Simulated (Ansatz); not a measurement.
# B: what a guessed cell relaxes into, part 1 of 2

Aim: relax a trial structure of B and see where it ends.

Program: Ansatz 0.2.0. Level of theory: DFT PBE, scalar-relativistic, plane waves, PAW. These are calculated values, not measurements.

## 1. Starting point

Symmetry: Im-3m, No. 229, cubic system. The conventional cell has a = 4.752 Å, b = 4.752 Å, c = 4.752 Å, α = 90.00°, β = 90.00°, γ = 90.00°. B (site symmetry -4m2) is surrounded by 4 B at 1.68 Å.

Coordinates:

```cif
data_structure
_symmetry_space_group_name_H-M 'P 1'
_symmetry_Int_Tables_number 1
_cell_length_a 4.1151
_cell_length_b 4.1151
_cell_length_c 4.1151
_cell_angle_alpha 109.471
_cell_angle_beta 109.471
_cell_angle_gamma 109.471
_cell_volume 53.65
loop_
_atom_site_label
_atom_site_type_symbol
_atom_site_fract_x
_atom_site_fract_y
_atom_site_fract_z
_atom_site_occupancy
B1 B 0.50000 0.75000 0.25000 1
B2 B 0.75000 0.25000 0.50000 1
B3 B 0.75000 0.50000 0.25000 1
B4 B 0.50000 0.25000 0.75000 1
B5 B 0.25000 0.75000 0.50000 1
B6 B 0.25000 0.50000 0.75000 1
```

The cell is invented: 4-connected net of one element (Im-3m, No. 229). Lengths come from tabulated atomic sizes and are only a guess.

## 2. A first look at the guess

input.yaml

```yaml
crystal:
  lattice:
    - [-2.37587878, 2.37587878, 2.37587878]
    - [2.37587878, -2.37587878, 2.37587878]
    - [2.37587878, 2.37587878, -2.37587878]
  atoms:
    - { symbol: B, position: [0.5, 0.75, 0.25] }
    - { symbol: B, position: [0.75, 0.25, 0.5] }
    - { symbol: B, position: [0.75, 0.5, 0.25] }
    - { symbol: B, position: [0.5, 0.25, 0.75] }
    - { symbol: B, position: [0.25, 0.75, 0.5] }
    - { symbol: B, position: [0.25, 0.5, 0.75] }
basis:
  ecutwfc: 420
kpoints:
  mp_grid: { grid: [6, 6, 6] }
hamiltonian:
  xc: pbe
scf:
  occupations: { method: gaussian, width: 0.1 }
  lower_state_search: "off"
output:
  forces: true
  stress: true
  eigenvalues: true
```

Run with:

```bash
ansatz run input.yaml --threads 1 --pin off --max-ram 2048MiB --backend cpu --events-out ev --progress --plain --runs-dir out
```

Standard output:

```text
[... 29 lines left out ...]
SCF 1 converged in 6 iterations: F = -928.942546 eV  dr2 = 2.11e-12
SCF converged after 6 iterations
Free energy (F): -928.942546 eV
Harris-Foulkes:  -928.942546 eV  (|F-HF|=1.26e-11)
Internal energy: -928.928175 eV  (E = F + TS)
E sigma→0 (E₀):  -928.935361 eV
Entropy (-TS):   -0.014371 eV (-2.395 meV/atom)
Fermi energy:    5.777888 eV
--- Per-component energies (eV) ---
  E_band       = 9.012181
  E_kinetic    = 287.236771
  E_local      = -252.887114  (includes V_loc(G=0)·N_el)
  E_nonlocal   = 79.417893
  E_hartree    = 68.736692
  E_xc         = -190.460114
  E_vxc        = -225.461024  (∫ρ·V_xc dr)
  E_paw        = -472.373416  (= ΣΔE_a)
  E_vpaw       = -16.767712  (= ΣTr[D̂ρ^β])
  E_aug_tail   = -0.000015  (compensation charges beyond the density's cutoff)
  E_ewald      = -448.598871
  E_smearing   = -0.014371  (= −TS)
  E_closure    = 0.000000  (closes the sum)
  Σ components = -928.942546   (vs F -928.942546, Δ=0.00e0)
--- Forces (eV/Å), atoms counted from 1 ---
  atom   1  B     -0.00000000    -0.00000000    -0.00000000
  atom   2  B      0.00000000    -0.00000000     0.00000000
  atom   3  B      0.00000000    -0.00000000     0.00000000
  atom   4  B      0.00000000     0.00000000    -0.00000000
  atom   5  B      0.00000000     0.00000000     0.00000000
  atom   6  B     -0.00000000     0.00000000    -0.00000000
  max |Σ_I F_I| component: 3.59e-17 eV/Å
--- Stress (GPa, compression-positive) ---
       19.907087      -0.000000       0.000000
        0.000000      19.907087       0.000000
        0.000000       0.000000      19.907087
  P = ⅓ Tr σ = 19.9071 GPa (199.071 kbar)
--- Band table (eV; the first three rows and the last of 16) ---
  k-point 0: bands = ["-7.5758", "-1.2590", "-1.2590", "1.8389", "1.8389", "1.8389", "3.6382", "3.6382", "3.6382", "5.2149", "5.2149", "5.2149", "13.2503", "13.2503", "13.2503"]
  k-point 1: bands = ["-7.3211", "-2.0444", "-1.5419", "1.1968", "1.8408", "2.3291", "2.9155", "3.6392", "4.6414", "5.2753", "5.8445", "6.2292", "12.7997", "12.9901", "13.5722"]
  k-point 2: bands = ["-6.5844", "-3.6119", "-1.9712", "0.5000", "1.8121", "2.1607", "3.3218", "3.8966", "5.1896", "6.1978", "6.4212", "7.6371", "12.7673", "13.0232", "14.4684"]
  k-point 15: bands = ["-4.3731", "-4.3731", "-1.5733", "-1.5733", "-1.5733", "-1.0357", "5.8446", "5.8446", "5.8446", "9.7934", "9.7934", "9.7934", "12.6818", "13.5105", "13.5105"]
```

It took 1.2 s on 1 thread of Intel Xeon Platinum 8488C (Sapphire Rapids), shared host; peak memory 0.34 GiB.

Read-out: pressure 19.9 GPa, largest force 0.00 eV/Å, gap on this mesh none (metal). A guess like this is first relaxed loosely on the coarse mesh.

## 3. Rough relaxation on the coarse mesh

input.yaml: that of step 2 with these lines changed.

```diff
@@ -25 +25,6 @@
   eigenvalues: true
+relax:
+  adjacent_minimum: "off"
+  f_tol: 0.04
+  max_steps: 70
+  cell: { stress_tol: 0.4 }
```

Run with:

```bash
ansatz run input.yaml --threads 1 --pin off --max-ram 2048MiB --backend cpu --events-out ev --progress --plain --runs-dir out
```

Standard output:

```text
Warning: RAYON_NUM_THREADS=1 ignored (pool sized by the plan → 1); use --threads N
Engine: ansatz 0.2.0, x86_64-unknown-linux-gnu
Pseudopotentials: kind: paw
Pseudopotential: B, paw, valence charge 3, recommended cutoff 420 eV (normal), B.paw.azcp
Functional definition: PBE
  parameter kappa = 0.804
  parameter beta = 0.06672455060314922
  exchange = pbe_x(kappa = kappa, mu = beta*pi^2/3)
  correlation = pbe_c(beta = beta)
Crystal: 6 atoms, lattice volume = 53.645 Å³
Basis set: ecut = 420 eV, 1055 PW (Γ), exchange–correlation on 60×60×60 points (8 copies of the dense FFT grid, shifted against one another)
Bands: 15, of which v1, the nominal top of the filled ones, is band 9 counted from 1 (8 counted from 0)
Symmetry: 48 space group operations
Space group: Im-3m (ITA 229), of the structure as read, at distance tolerance 3.8e-5 Å
k-points: 16 of 216
Non-local potential: B, projectors of the file, l = 0: 2, l = 1: 2, l = 2: 1
PAW form: soft (Blöchl's): semilocal exchange-correlation on the pseudo side does not see the compensation charge
PAW one-centre angular grid: B, 110 points (default); XC on 64 Gauss nodes
Initial density: superposition of atomic densities (neutral atoms: chi_scale 0, normalization atom), corrected by the library's trained network
Initial wavefunctions: pseudopotential atomic-orbital guess
Functional: x = pbe(κ = 0.804, μ = 0.2195149727645171), c = pbe(β = 0.06672455060314922)
SCF iter   1: F=—  HF=-928.941691 eV  |F-HF|=—  |Δ(HF+E_count)|=         —  Δρ=3.86e-3  dr2=4.32e-3  ethr=1.77e-3  ⟨swp⟩=6.4  Hψ=1449  notcnv=0
preconditioner: auto → LDOS  [insulator: Δε(μ)=0.134 eV  Ē_g=9.938 eV  σ=0.100 eV  W_gap=0.65  n_scr=12 (ndim 8)  ℏωp=21.5 eV  f_vac=0.032  D(μ)=2.88/eV (n_scr^D=18)  ε∞_Penn≈5.7  β→1.0]
SCF iter   2: F=—  HF=-928.942282 eV  |F-HF|=—  |Δ(HF+E_count)|=   5.92e-4  Δρ=1.01e-3  dr2=2.19e-4  ethr=2.40e-5  ⟨swp⟩=2.5  Hψ=539  notcnv=0  defer=1
SCF iter   3: F=—  HF=-928.942531 eV  |F-HF|=—  |Δ(HF+E_count)|=   2.48e-4  Δρ=1.71e-4  dr2=4.05e-6  ethr=1.22e-6  ⟨swp⟩=2.6  Hψ=367  notcnv=0  defer=1
SCF iter   4: F=—  HF=-928.942546 eV  |F-HF|=—  |Δ(HF+E_count)|=   1.54e-5  Δρ=1.44e-5  dr2=4.03e-8  ethr=2.25e-8  ⟨swp⟩=2.1  Hψ=362  notcnv=0  defer=1
iter 5 did not close the SCF: its close was put off for the readings that it lacked (scf_convergence_deferred on its scf_iter line)
SCF iter   5: F=-928.942546 eV  HF=-928.942546 eV  |F-HF|=1.05e-9  |Δ(HF+E_count)|=   1.26e-7  Δρ=1.62e-6  dr2=6.08e-10  ethr=2.24e-10  ⟨swp⟩=2.1  Hψ=359  notcnv=0  defer=1
SCF iter   6: F=-928.942546 eV  HF=-928.942546 eV  |F-HF|=1.26e-11  |Δ(HF+E_count)|=   1.09e-9  Δρ=1.06e-7  dr2=2.11e-12  ethr=3.38e-12  ⟨swp⟩=4.2  Hψ=1018  notcnv=0
SCF 1 converged in 6 iterations: F = -928.942546 eV  dr2 = 2.11e-12
relax step   1: F+E_penalty+E_count = -928.94254628 eV  Δ(F+E_penalty+E_count) = +0.000e0 eV  max|allowed force component| = 7.633e-17 eV/Å  Δτ_max = 0.0000 Å  P = +19.907 GPa  Ω = 53.645 Å³  (6 SCF iters, dr2 threshold 1.00e-7 eV, accepted)
Crystal: 6 atoms, lattice volume = 56.942 Å³
Basis set: ecut = 420 eV, 1061 PW (Γ), exchange–correlation on 60×60×60 points (8 copies of the dense FFT grid, shifted against one another)
Initial density: handed on by an earlier stage of this run
Initial wavefunctions: those handed on with the density
iter 1 solved again at ethr=2.41e-4 eV; its pass at ethr=3.10e-3 eV (dr2=4.34e-2 eV) is discarded
SCF iter   1: F=—  HF=-929.242146 eV  |F-HF|=—  |Δ(HF+E_count)|=         —  Δρ=6.66e-3  dr2=4.34e-2  ethr=2.41e-4  ⟨swp⟩=1.0  Hψ=1666  notcnv=0
preconditioner: auto → LDOS  [metal: Δε(μ)=0.094 eV  Ē_g=9.599 eV  σ=0.100 eV  W_gap=0.47  n_scr=12 (ndim 8)  ℏωp=20.9 eV  f_vac=0.048  D(μ)=2.55/eV (n_scr^D=18)  β→1.0]
SCF iter   2: F=—  HF=-929.224956 eV  |F-HF|=—  |Δ(HF+E_count)|=   1.72e-2  Δρ=1.86e-3  dr2=1.22e-3  ethr=2.41e-4  ⟨swp⟩=2.9  Hψ=456  notcnv=0
SCF iter   3: F=—  HF=-929.226209 eV  |F-HF|=—  |Δ(HF+E_count)|=   1.25e-3  Δρ=2.73e-4  dr2=4.27e-5  ethr=6.76e-6  ⟨swp⟩=2.7  Hψ=395  notcnv=0
SCF iter   4: F=—  HF=-929.226231 eV  |F-HF|=—  |Δ(HF+E_count)|=   2.26e-5  Δρ=3.36e-5  dr2=4.00e-7  ethr=3.33e-9  ⟨swp⟩=5.5  Hψ=1417  notcnv=0
SCF iter   5: F=-929.226232 eV  HF=-929.226232 eV  |F-HF|=6.36e-9  |Δ(HF+E_count)|=   6.69e-7  Δρ=2.99e-6  dr2=3.09e-9  ethr=2.22e-9  ⟨swp⟩=2.2  Hψ=819  notcnv=0
SCF 2 converged in 5 iterations: F = -929.226232 eV  dr2 = 3.09e-9
relax step   2: F+E_penalty+E_count = -929.22623212 eV  Δ(F+E_penalty+E_count) = -2.837e-1 eV  max|allowed force component| = 7.498e-17 eV/Å  Δτ_max = 0.0000 Å  P = +8.680 GPa  Ω = 56.942 Å³  energy of the carried Pulay correction = -5.999e-3 eV  (5 SCF iters, dr2 threshold 6.00e-7 eV, accepted)
Crystal: 6 atoms, lattice volume = 59.781 Å³
Basis set: ecut = 420 eV, 1157 PW (Γ), exchange–correlation on 60×60×60 points (8 copies of the dense FFT grid, shifted against one another)
iter 1 solved again at ethr=1.51e-4 eV; its pass at ethr=3.10e-3 eV (dr2=2.71e-2 eV) is discarded
SCF iter   1: F=—  HF=-929.313774 eV  |F-HF|=—  |Δ(HF+E_count)|=         —  Δρ=5.11e-3  dr2=2.72e-2  ethr=1.51e-4  ⟨swp⟩=1.0  Hψ=1661  notcnv=0
preconditioner: auto → LDOS  [metal: Δε(μ)=0.068 eV  Ē_g=9.339 eV  σ=0.100 eV  W_gap=0.35  n_scr=12 (ndim 8)  ℏωp=20.4 eV  f_vac=0.048  D(μ)=2.49/eV (n_scr^D=18)  β→1.0]
SCF iter   2: F=—  HF=-929.303060 eV  |F-HF|=—  |Δ(HF+E_count)|=   1.07e-2  Δρ=1.46e-3  dr2=8.55e-4  ethr=1.51e-4  ⟨swp⟩=2.8  Hψ=411  notcnv=0
SCF iter   3: F=—  HF=-929.303879 eV  |F-HF|=—  |Δ(HF+E_count)|=   8.19e-4  Δρ=2.32e-4  dr2=3.27e-5  ethr=4.75e-6  ⟨swp⟩=2.4  Hψ=388  notcnv=0
SCF iter   4: F=—  HF=-929.303886 eV  |F-HF|=—  |Δ(HF+E_count)|=   7.92e-6  Δρ=2.79e-5  dr2=2.99e-7  ethr=3.33e-9  ⟨swp⟩=5.4  Hψ=1405  notcnv=0
SCF iter   5: F=-929.303887 eV  HF=-929.303887 eV  |F-HF|=5.19e-9  |Δ(HF+E_count)|=   5.22e-7  Δρ=2.58e-6  dr2=2.51e-9  ethr=1.66e-9  ⟨swp⟩=2.2  Hψ=824  notcnv=0
SCF 3 converged in 5 iterations: F = -929.303887 eV  dr2 = 2.51e-9
relax step   3: F+E_penalty+E_count = -929.30388696 eV  Δ(F+E_penalty+E_count) = -7.765e-2 eV  max|allowed force component| = 7.826e-17 eV/Å  Δτ_max = 0.0000 Å  P = +0.902 GPa  Ω = 59.781 Å³  energy of the carried Pulay correction = -1.089e-2 eV  (5 SCF iters, dr2 threshold 6.00e-7 eV, accepted)
Crystal: 6 atoms, lattice volume = 60.128 Å³
Basis set: ecut = 420 eV, 1205 PW (Γ), exchange–correlation on 60×60×60 points (8 copies of the dense FFT grid, shifted against one another)
iter 1 solved again at ethr=2.06e-6 eV; its pass at ethr=3.10e-3 eV (dr2=3.71e-4 eV) is discarded
SCF iter   1: F=—  HF=-929.304474 eV  |F-HF|=—  |Δ(HF+E_count)|=         —  Δρ=5.85e-4  dr2=3.55e-4  ethr=2.06e-6  ⟨swp⟩=1.0  Hψ=1436  notcnv=0
preconditioner: auto → LDOS  [metal: Δε(μ)=0.077 eV  Ē_g=9.312 eV  σ=0.100 eV  W_gap=0.40  n_scr=12 (ndim 8)  ℏωp=20.3 eV  f_vac=0.037  D(μ)=2.54/eV (n_scr^D=18)  β→1.0]
SCF iter   2: F=—  HF=-929.304327 eV  |F-HF|=—  |Δ(HF+E_count)|=   1.47e-4  Δρ=1.70e-4  dr2=1.20e-5  ethr=1.97e-6  ⟨swp⟩=2.4  Hψ=389  notcnv=0
SCF iter   3: F=-929.304338 eV  HF=-929.304338 eV  |F-HF|=1.90e-7  |Δ(HF+E_count)|=   1.10e-5  Δρ=2.66e-5  dr2=4.19e-7  ethr=3.33e-9  ⟨swp⟩=7.1  Hψ=1290  notcnv=0
SCF 4 converged in 3 iterations: F = -929.304338 eV  dr2 = 4.19e-7
relax step   4: F+E_penalty+E_count = -929.30433839 eV  Δ(F+E_penalty+E_count) = -4.514e-4 eV  max|allowed force component| = 9.522e-17 eV/Å  Δτ_max = 0.0000 Å  P = +0.057 GPa  Ω = 60.128 Å³  energy of the carried Pulay correction = -1.147e-2 eV  (3 SCF iters, dr2 threshold 6.00e-7 eV, accepted)
Initial wavefunctions: pseudopotential atomic-orbital guess (no wavefunctions were taken with the density)
iter 1 solved again at ethr=7.10e-8 eV; its pass at ethr=3.10e-3 eV (dr2=1.28e-5 eV) is discarded
SCF iter   1: F=—  HF=-929.321375 eV  |F-HF|=—  |Δ(HF+E_count)|=         —  Δρ=3.70e-4  dr2=8.86e-6  ethr=7.10e-8  ⟨swp⟩=3.5  Hψ=2091  notcnv=0
preconditioner: auto → LDOS  [metal: Δε(μ)=0.079 eV  Ē_g=9.312 eV  σ=0.100 eV  W_gap=0.41  n_scr=12 (ndim 8)  ℏωp=20.3 eV  f_vac=0.036  D(μ)=2.54/eV (n_scr^D=18)  β→1.0]
SCF iter   2: F=—  HF=-929.321445 eV  |F-HF|=—  |Δ(HF+E_count)|=   7.06e-5  Δρ=2.57e-5  dr2=2.15e-7  ethr=4.92e-8  ⟨swp⟩=2.0  Hψ=386  notcnv=0
SCF iter   3: F=—  HF=-929.321444 eV  |F-HF|=—  |Δ(HF+E_count)|=   1.76e-6  Δρ=5.28e-6  dr2=8.05e-9  ethr=1.20e-9  ⟨swp⟩=2.8  Hψ=397  notcnv=0
SCF iter   4: F=-929.321444 eV  HF=-929.321444 eV  |F-HF|=1.67e-10  |Δ(HF+E_count)|=   1.24e-8  Δρ=7.26e-7  dr2=2.30e-10  ethr=2.13e-11  ⟨swp⟩=5.3  Hψ=978  notcnv=0
SCF 5 converged in 4 iterations: F = -929.321444 eV  dr2 = 2.30e-10
relax step   5: F+E_penalty+E_count = -929.32144373 eV  Δ(F+E_penalty+E_count) = -1.711e-2 eV  max|allowed force component| = 8.500e-17 eV/Å  Δτ_max = 0.0000 Å  P = +0.338 GPa  Ω = 60.128 Å³  stress off target by 3.38e-1 GPa  SCF on the basis re-selected at this cell (its energy is not comparable with the rows above)  (4 SCF iters)
basis re-selected at this cell: Δ(F+E_penalty+E_count) = -1.711e-2 eV, ΔP = +0.281 GPa vs the last step (what re-selecting the basis moved, of the pressure what is left beyond the Pulay correction that the steps carried, after the strain that the cell walked since its last selection, with what the two solves' SCF thresholds leave and, on support functions, any second-order correction that the steps lacked; it is no measure of the basis error at this ecutwfc). This SCF's stress stands 3.38e-1 GPa from its target on what of the cell is left free (relax.cell.stress_tol is 4.00e-1 GPa) and its largest allowed force component is 8.50e-17 eV/Å (relax.f_tol is 4.00e-2 eV/Å): within both
SCF converged after 4 iterations
Free energy (F): -929.321444 eV
Harris-Foulkes:  -929.321444 eV  (|F-HF|=1.67e-10)
Internal energy: -929.308719 eV  (E = F + TS)
E sigma→0 (E₀):  -929.315082 eV
Entropy (-TS):   -0.012724 eV (-2.121 meV/atom)
Fermi energy:    4.716810 eV
--- Per-component energies (eV) ---
  E_band       = -4.809107
  E_kinetic    = 273.101263
  E_local      = -261.233867  (includes V_loc(G=0)·N_el)
  E_nonlocal   = 77.576005
  E_hartree    = 70.807033
  E_xc         = -186.087701
  E_vxc        = -219.794922  (∫ρ·V_xc dr)
  E_paw        = -471.611710  (= ΣΔE_a)
  E_vpaw       = -16.071793  (= ΣTr[D̂ρ^β])
  E_aug_tail   = -0.000012  (compensation charges beyond the density's cutoff)
  E_ewald      = -431.859731
  E_smearing   = -0.012724  (= −TS)
  E_closure    = -0.000000  (closes the sum)
  Σ components = -929.321444   (vs F -929.321444, Δ=0.00e0)
--- Forces (eV/Å), atoms counted from 1 ---
  atom   1  B      0.00000000    -0.00000000     0.00000000
  atom   2  B      0.00000000    -0.00000000     0.00000000
  atom   3  B      0.00000000     0.00000000    -0.00000000
  atom   4  B      0.00000000     0.00000000     0.00000000
  atom   5  B     -0.00000000     0.00000000     0.00000000
  atom   6  B     -0.00000000     0.00000000     0.00000000
  max |Σ_I F_I| component: 3.18e-17 eV/Å
--- Stress (GPa, compression-positive) ---
        0.337799      -0.000000       0.000000
        0.000000       0.337799      -0.000000
       -0.000000       0.000000       0.337799
  P = ⅓ Tr σ = 0.3378 GPa (3.378 kbar)
--- Band table (eV; the first three rows and the last of 16) ---
  k-point 0: bands = ["-7.8951", "-1.8750", "-1.8750", "0.6903", "0.6903", "0.6903", "2.8661", "2.8661", "2.8661", "4.2809", "4.2809", "4.2809", "11.7604", "11.7604", "11.7604"]
  k-point 1: bands = ["-7.6593", "-2.6912", "-2.1681", "0.1915", "0.9593", "1.1918", "2.2143", "2.7363", "3.7013", "4.3067", "4.8174", "5.1820", "11.3634", "11.4699", "12.0574"]
  k-point 2: bands = ["-6.9787", "-4.1920", "-2.5935", "-0.4108", "1.1525", "1.5316", "2.1896", "2.8873", "4.1408", "5.1061", "5.2900", "6.4178", "11.3668", "11.4356", "12.8801"]
  k-point 15: bands = ["-4.9928", "-4.9928", "-2.1800", "-2.1800", "-2.1800", "-1.4640", "4.8022", "4.8022", "4.8022", "8.3242", "8.3242", "8.3242", "11.6061", "11.6650", "11.6650"]
--- Relaxed structure (4 steps of the walk, 4 accepted, 1 SCFs on fresh bases) ---
  F+E_penalty+E_count = -929.32144373 eV   max|allowed force component| = 8.500e-17 eV/Å   (the final SCF, on the basis selected at the relaxed cell)
  cell:  # Å, volume = 60.1283 Å³
    - [-2.4679692581298367, 2.4679692581298367, 2.4679692581298367]
    - [2.4679692581298367, -2.4679692581298367, 2.4679692581298367]
    - [2.4679692581298367, 2.4679692581298367, -2.4679692581298367]
  atoms:
    - { symbol: B, position: [0.49999999999999994, 0.7499999999999999, 0.24999999999999997] }
    - { symbol: B, position: [0.7499999999999999, 0.24999999999999997, 0.49999999999999994] }
    - { symbol: B, position: [0.7499999999999999, 0.49999999999999994, 0.24999999999999997] }
    - { symbol: B, position: [0.49999999999999994, 0.24999999999999997, 0.7499999999999999] }
    - { symbol: B, position: [0.24999999999999997, 0.7499999999999999, 0.49999999999999994] }
    - { symbol: B, position: [0.24999999999999997, 0.49999999999999994, 0.7499999999999999] }
```

It took 4.7 s on 1 thread of Intel Xeon Platinum 8488C (Sapphire Rapids), shared host; peak memory 0.36 GiB.

Step by step:

| step | energy from step 1 (eV/cell) | largest force component (eV/Å) | pressure (GPa) | volume (Å³) |
| --- | --- | --- | --- | --- |
| 1 | 0.0000 | 0.0000 | 19.91 | 53.65 |
| 2 | -0.2837 | 0.0000 | 8.68 | 56.94 |
| 3 | -0.3613 | 0.0000 | 0.90 | 59.78 |
| 4 | -0.3618 | 0.0000 | 0.06 | 60.13 |
| 5 | -0.3789 | 0.0000 | 0.34 | 60.13 |

Step 1 is the start. Step 5 repeats the geometry before it on a plane-wave basis chosen anew for that cell, so its energy need not be comparable with the rows above.

Lengths and angles in the start's conventional setting:

|  | before | after | change |
| --- | --- | --- | --- |
| a (Å) | 4.752 | 4.936 | +3.9 % |
| b (Å) | 4.752 | 4.936 | +3.9 % |
| c (Å) | 4.752 | 4.936 | +3.9 % |
| volume (Å³/atom) | 8.94 | 10.02 | +12.1 % |
| shortest distance (Å) | 1.680 | 1.745 | +3.9 % |
| space group (0.01 Å) | Im-3m | Im-3m | same |

The run keeps the 48 symmetry operations of the start, so it could not have lowered the symmetry.

(Continued in part 2 of 2.)
